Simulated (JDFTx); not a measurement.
# Al (Fm-3m) in JDFTx: further runs

The runs below take Al through equation of state, with RPBE.

Everything below comes from runs of JDFTx 1.7.0 (patched build). Logs are shortened: lines on timing, memory, paths and dates and some standing lists are left out, and cuts for length are marked. The log counts tension as positive stress, the text compression.

**Measured values to compare with.**

From “The interpretation of polycrystalline coherent inelastic neutron scattering from aluminium”, 2013, pmc:3831299, for a bulk crystal of Al: bulk modulus 76.9 GPa.

The results are compared with them further down.

**1. The crystal as given**

It takes space group Fm-3m (No. 225, cubic). The conventional cell has a = 4.050 Å, b = 4.050 Å, c = 4.050 Å, α = 90.00°, β = 90.00°, γ = 90.00°. Al (site symmetry m-3m) is surrounded by 12 Al at 2.86 Å.

**2. Equation of state, RPBE, 15.61 Å³/atom (volume scaled by 0.94)**

Al.in reads:

```
lattice Face-Centered Cubic 7.4964333688
coords-type Lattice
ion Al     0.0000000000     0.0000000000     0.0000000000 1

ion-species pseudo/Al.upf
elec-cutoff 20
elec-ex-corr gga-x-rpbe gga-c-pbe
kpoint-folding 11 11 11
elec-smearing Fermi 0.0018374661
elec-n-bands 6
electronic-SCF nIterations 100 energyDiffThreshold 1e-09
electronic-minimize nIterations 30 energyDiffThreshold 1e-7
forces-output-coords Cartesian

dump-name run.$VAR
dump End Ecomponents EigStats BandEigs Kpoints Forces Stress ElecDensity Dtot KEdensity
```

Potentials or basis: PseudoDojo-SR-PBE-0.5-standard.

On the command line:

```console
$ jdftx -c 1 -i Al.in -o Al.out
```

Output:

```text
*************** JDFTx 1.7.0 (patched build) ***************

Input parsed successfully to the following command list (including defaults):
[... the input with its defaults ...]

---------- Setting up symmetries ----------

Found 48 point-group symmetries of the bravais lattice
Found 48 space-group symmetries with basis
Applied RMS atom displacement 0 bohrs to make symmetries exact.

---------- Initializing the Grid ----------
R =
[            0      3.74822      3.74822  ]
[      3.74822            0      3.74822  ]
[      3.74822      3.74822            0  ]
unit cell volume = 105.318
G =
[  -0.838157   0.838157   0.838157  ]
[   0.838157  -0.838157   0.838157  ]
[   0.838157   0.838157  -0.838157  ]
Minimum fftbox size, Smin = [  24  24  24  ]
Chosen fftbox size, S = [  24  24  24  ]

---------- Exchange Correlation functional ----------
Initialized LibXC exchange functional 'Hammer, Hansen, and Norskov'
Initialized LibXC correlation functional 'Perdew, Burke & Ernzerhof'

---------- Setting up pseudopotentials ----------
Width of ionic core gaussian charges (only for fluid interactions / plotting) set to 0

Reading pseudopotential file 'pseudo/Al.upf':
  'Al' pseudopotential, 'PBE' functional
  Generated using ONCVPSP code by D. R. Hamann
  3 valence electrons, 2 orbitals, 6 projectors, 1001 radial grid points, with lMax = 2
    3S    l: 0   occupation:  2.0   eigenvalue: -0.284914
    3P    l: 1   occupation:  1.0   eigenvalue: -0.099668
  Core radius for overlap checks: 1.74 bohrs.

Initialized 1 species with 1 total atoms.

Folded 1 k-points by 11x11x11 to 1331 k-points.

---------- Setting up k-points, bands, fillings ----------
Reduced to 56 k-points under symmetry.
Computing the number of bands and number of electrons
Calculating initial fillings.
nElectrons:   3.000000   nBands: 6   nStates: 56

----- Setting up reduced wavefunction bases (one per k-point) -----
average nbasis = 449.896 , ideal nbasis = 449.928

---------- Setting up ewald sum ----------
Optimum gaussian width for ewald sums = 1.910852 bohr.
Real space sum over 2197 unit cells with max indices [  6  6  6  ]
Reciprocal space sum over 2197 terms with max indices [  6  6  6  ]

---------- Allocating electronic variables ----------
Initializing wave functions:  linear combination of atomic orbitals
Note: number of bands (6) exceeds available atomic orbitals (4)
Al pseudo-atom occupations:   s ( 2 )  p ( 1 )
	FillingsUpdate:  mu: +0.335911721  nElectrons: 3.000000
LCAOMinimize: Iter:   0  F: -2.0578639476903926  |grad|_K:  1.285e-04  alpha:  1.000e+00
	FillingsUpdate:  mu: +0.335935296  nElectrons: 3.000000
LCAOMinimize: Iter:   1  F: -2.0578801489264964  |grad|_K:  7.051e-07  alpha:  9.739e-01  linmin:  6.333e-02  cgtest: -5.975e-01
	FillingsUpdate:  mu: +0.335935294  nElectrons: 3.000000
LCAOMinimize: Iter:   2  F: -2.0578801492429175  |grad|_K:  4.252e-07  alpha:  9.873e-01  linmin:  9.080e-06  cgtest:  6.060e-01
LCAOMinimize: Encountered beta<0, resetting CG.
	FillingsUpdate:  mu: +0.335935216  nElectrons: 3.000000
LCAOMinimize: Iter:   3  F: -2.0578801494202454  |grad|_K:  2.140e-09  alpha:  9.737e-01  linmin:  7.059e-02  cgtest: -6.549e-01
LCAOMinimize: Converged (|Delta F|<1.000000e-06 for 2 iters).

-------- Electronic minimization -----------
Will mix electronic density at each iteration.
	FillingsUpdate:  mu: +0.335935216  nElectrons: 3.000000
	FillingsUpdate:  mu: +0.313310516  nElectrons: 3.000000
SCF: Cycle:  0   F: -2.084911251438618   dF: -2.703e-02   |Residual|: 8.343e-03   |deigs|: 7.239e-01
	FillingsUpdate:  mu: +0.313130475  nElectrons: 3.000000
SCF: Cycle:  1   F: -2.085148639300142   dF: -2.374e-04   |Residual|: 4.759e-03   |deigs|: 1.114e-02
	FillingsUpdate:  mu: +0.313134333  nElectrons: 3.000000
SCF: Cycle:  2   F: -2.085165135492500   dF: -1.650e-05   |Residual|: 2.464e-04   |deigs|: 3.084e-03
	FillingsUpdate:  mu: +0.313132992  nElectrons: 3.000000
SCF: Cycle:  3   F: -2.085166478724572   dF: -1.343e-06   |Residual|: 1.106e-04   |deigs|: 1.125e-03
	FillingsUpdate:  mu: +0.313131892  nElectrons: 3.000000
SCF: Cycle:  4   F: -2.085166872188620   dF: -3.935e-07   |Residual|: 1.661e-05   |deigs|: 7.380e-04
	FillingsUpdate:  mu: +0.313132302  nElectrons: 3.000000
SCF: Cycle:  5   F: -2.085166948081741   dF: -7.589e-08   |Residual|: 7.668e-06   |deigs|: 5.077e-04
	FillingsUpdate:  mu: +0.313132483  nElectrons: 3.000000
SCF: Cycle:  6   F: -2.085166972147389   dF: -2.407e-08   |Residual|: 2.739e-06   |deigs|: 1.758e-03
	FillingsUpdate:  mu: +0.313132439  nElectrons: 3.000000
SCF: Cycle:  7   F: -2.085166976813929   dF: -4.667e-09   |Residual|: 4.252e-06   |deigs|: 7.508e-04
	FillingsUpdate:  mu: +0.313132488  nElectrons: 3.000000
SCF: Cycle:  8   F: -2.085166978688742   dF: -1.875e-09   |Residual|: 3.554e-06   |deigs|: 5.924e-04
	FillingsUpdate:  mu: +0.313132573  nElectrons: 3.000000
SCF: Cycle:  9   F: -2.085166978970805   dF: -2.821e-10   |Residual|: 1.814e-06   |deigs|: 1.015e-04
	FillingsUpdate:  mu: +0.313132605  nElectrons: 3.000000
SCF: Cycle: 10   F: -2.085166979115384   dF: -1.446e-10   |Residual|: 1.179e-06   |deigs|: 1.105e-04
SCF: Converged (|Delta E|<1.000000e-09 for 2 iters).

Setting wave functions to eigenvectors of Hamiltonian

# Stress tensor in Cartesian coordinates [Eh/a0^3]:
[ -0.000166802            0            0  ]
[            0 -0.000166802            0  ]
[            0            0 -0.000166802  ]

# Ionic positions in lattice coordinates:
ion Al   0.000000000000000   0.000000000000000   0.000000000000000 1

# Forces in Cartesian coordinates:
force Al  -0.000000000000000  -0.000000000000000  -0.000000000000000 1

# Energy components:
   Eewald =       -2.7522260678500303
       EH =        0.0039700392073778
     Eloc =        0.2614001004978181
      Enl =        0.3828906775885174
      Exc =       -1.0983759876107766
 Exc_core =        0.2325396116552836
       KE =        0.8847787679604374
-------------------------------------
     Etot =       -2.0850228585513730
       TS =        0.0001441205640105
-------------------------------------
        F =       -2.0851669791153835

IonicMinimize: Iter:   0  F: -2.085166979115384  |grad|_K:  0.000e+00
IonicMinimize: Converged (|grad|_K<1.000000e-04).

#--- Lowdin population analysis ---
# oxidation-state Al +0.047

Dumping 'run.eigStats' ...
	eMin: -0.110464 at state 0 ( [ +0.000000 +0.000000 +0.000000 ] spin 0 )
	HOMO: +0.311641 at state 32 ( [ +0.000000 +0.363636 -0.454545 ] spin 0 )
	mu  : +0.313133
	LUMO: +0.314364 at state 38 ( [ +0.090909 +0.181818 +0.454545 ] spin 0 )
	eMax: +1.010339 at state 28 ( [ +0.000000 +0.272727 -0.363636 ] spin 0 )
	HOMO-LUMO gap: +0.002723
	Optical gap  : +0.029125 at state 32 ( [ +0.000000 +0.363636 -0.454545 ] spin 0 )
Done!
```

It took 5.8 s on 1 thread of Arm Neoverse V2, shared host; peak memory 0.05 GiB.

Results:

```yaml
Free_energy: -56.7403 eV
Pressure: 4.9 GPa
Band_gap_on_the_k_mesh: none (metal or under the smearing width)
```

Caveat: the potentials were made for another functional, which shifts forces and pressure.

**3. Equation of state, RPBE, 15.94 Å³/atom (volume scaled by 0.96)**

Edit Al.in of step 2 so:

```diff
@@ -1,2 +1,2 @@
-lattice Face-Centered Cubic 7.4964333688
+lattice Face-Centered Cubic 7.5492268924
 coords-type Lattice
@@ -15,2 +15,2 @@
 dump-name run.$VAR
-dump End Ecomponents EigStats BandEigs Kpoints Forces Stress ElecDensity Dtot KEdensity
+dump End Ecomponents EigStats BandEigs Kpoints Forces Stress
```

Potentials or basis: PseudoDojo-SR-PBE-0.5-standard.

On the command line:

```console
$ jdftx -c 1 -i Al.in -o Al.out
```

It took 5.7 s on 1 thread of Arm Neoverse V2, shared host; peak memory 0.05 GiB.

It converged, with:

| Quantity | Value |
| --- | --- |
| Free energy | -56.7484 eV |
| Pressure | 2.9 GPa |
| Band gap on the k mesh | none (metal or under the smearing width) |

Caveat: the potentials were made for another functional, which shifts forces and pressure.

**4. Equation of state, RPBE, 16.27 Å³/atom (volume scaled by 0.98)**

Edit Al.in of step 3 so:

```diff
@@ -1,2 +1,2 @@
-lattice Face-Centered Cubic 7.5492268924
+lattice Face-Centered Cubic 7.6012921712
 coords-type Lattice
```

On the command line:

```console
$ jdftx -c 1 -i Al.in -o Al.out
```

Wall time 5.7 s (1 thread of Arm Neoverse V2, shared host); peak memory 0.05 GiB.

Results (log left out):

| Property | Result |
| --- | --- |
| Free energy | -56.7525 eV |
| Pressure | 1.1 GPa |
| Band gap on the k mesh | none (metal or under the smearing width) |

Caveat: the potentials were made for another functional, which shifts forces and pressure.

**5. Equation of state, RPBE, 16.60 Å³/atom**

Edit Al.in of step 4 so:

```diff
@@ -1,2 +1,2 @@
-lattice Face-Centered Cubic 7.6012921712
+lattice Face-Centered Cubic 7.6526538115
 coords-type Lattice
```

On the command line:

```console
$ jdftx -c 1 -i Al.in -o Al.out
```

Wall time 5.3 s (1 thread of Arm Neoverse V2, shared host); peak memory 0.05 GiB.

Results (log left out):

```
Free energy            : -56.7530 eV
Pressure               : -0.5 GPa
Band gap on the k mesh : none (metal or under the smearing width)
```

Caveat: the potentials were made for another functional, which shifts forces and pressure.

**6. Equation of state, RPBE, 16.93 Å³/atom (volume scaled by 1.02)**

Edit Al.in of step 5 so:

```diff
@@ -1,2 +1,2 @@
-lattice Face-Centered Cubic 7.6526538115
+lattice Face-Centered Cubic 7.7033351150
 coords-type Lattice
```

Potentials or basis: PseudoDojo-SR-PBE-0.5-standard.

On the command line:

```console
$ jdftx -c 1 -i Al.in -o Al.out
```

It took 5.7 s on 1 thread of Arm Neoverse V2, shared host; peak memory 0.05 GiB.

Results (log left out):

```yaml
Free_energy: -56.7504 eV
Pressure: -2.0 GPa
Band_gap_on_the_k_mesh: none (metal or under the smearing width)
```

Caveat: the potentials were made for another functional, which shifts forces and pressure.

**7. Equation of state, RPBE, 17.27 Å³/atom (volume scaled by 1.04)**

Edit Al.in of step 6 so:

```diff
@@ -1,2 +1,2 @@
-lattice Face-Centered Cubic 7.7033351150
+lattice Face-Centered Cubic 7.7533581735
 coords-type Lattice
```

On the command line:

```console
$ jdftx -c 1 -i Al.in -o Al.out
```

Wall time 5.7 s (1 thread of Arm Neoverse V2, shared host); peak memory 0.05 GiB.

It converged, with:

```
Free energy            : -56.7449 eV
Pressure               : -3.3 GPa
Band gap on the k mesh : none (metal or under the smearing width)
```

Caveat: the potentials were made for another functional, which shifts forces and pressure.

**8. Equation of state, RPBE, 17.60 Å³/atom (volume scaled by 1.06)**

Edit Al.in of step 7 so:

```diff
@@ -1,2 +1,2 @@
-lattice Face-Centered Cubic 7.7533581735
+lattice Face-Centered Cubic 7.8027439518
 coords-type Lattice
```

On the command line:

```console
$ jdftx -c 1 -i Al.in -o Al.out
```

Wall time 5.7 s (1 thread of Arm Neoverse V2, shared host); peak memory 0.05 GiB.

It converged, with:

```yaml
Free_energy: -56.7369 eV
Pressure: -4.4 GPa
Band_gap_on_the_k_mesh: none (metal or under the smearing width)
```

Caveat: the potentials were made for another functional, which shifts forces and pressure.

**9. Equation of state, RPBE**

Potentials or basis: PseudoDojo-SR-PBE-0.5-standard.

This step only gathers the single runs of the series.

What came out:

| Quantity | Value |
| --- | --- |
| Equilibrium volume | 16.49 Å³/atom |
| Bulk modulus | 79 GPa |
| Pressure derivative of the bulk modulus | 4.5 |

Energy against volume, from the lowest point:
```csv
volume (Å³/atom),energy (meV/atom)
15.607,12.73
15.939,4.66
16.271,0.55
16.603,0.00
16.935,2.64
17.267,8.13
17.599,16.16
```

Caveat: the potentials were made for another functional, which shifts forces and pressure.

**10. How close it comes**

Step 9. A measured bulk modulus of Al is 76.9 GPa (quoted in “The interpretation of polycrystalline coherent inelastic neutron scattering from aluminium”, 2013, pmc:3831299); the calculated 79 GPa misses it by +2.8 %. The fit is for a static lattice scaled at fixed shape and fixed fractional positions.
